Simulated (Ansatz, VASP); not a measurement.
One calculation of As, two programs

```
As
1.0
     1.87858    1.08460    3.33288
    -1.87858    1.08460    3.33288
     0.00000   -2.16920    3.33288
As
2
Direct
  0.76938 0.76938 0.76938
  0.23062 0.23062 0.23062
```

Alike in both runs: functional LDA; k mesh 15 × 15 × 15; occupations fermi-dirac, width 0.15 eV; no spin polarisation.

Ansatz relaxed the structure, and its values are those at the end. VASP's run is a single point on that final structure, the one shown.

```csv
,VASP,Ansatz
version,VASP 6.6.1,Ansatz 0.2.0
potentials or method,"VASP PAW LDA potentials, release 64 (As)","scalar-relativistic, plane waves, PAW"
plane-wave cutoff (eV),520,420
valence electrons in the cell,10,30
```

|  | VASP | Ansatz | Ansatz less VASP |
| --- | --- | --- | --- |
| gap on the k mesh at the Fermi level (eV) | none | none | - |
| pressure (GPa) | 0.4 | 0.0 | -0.45 |
| rms of the force components (eV/Å) | 0.037 | 0.000 | -0.0363 |

A gap of «none» marks a metal or a gap that the smearing closes. The two sets of potentials don't hold the same shells in valence.
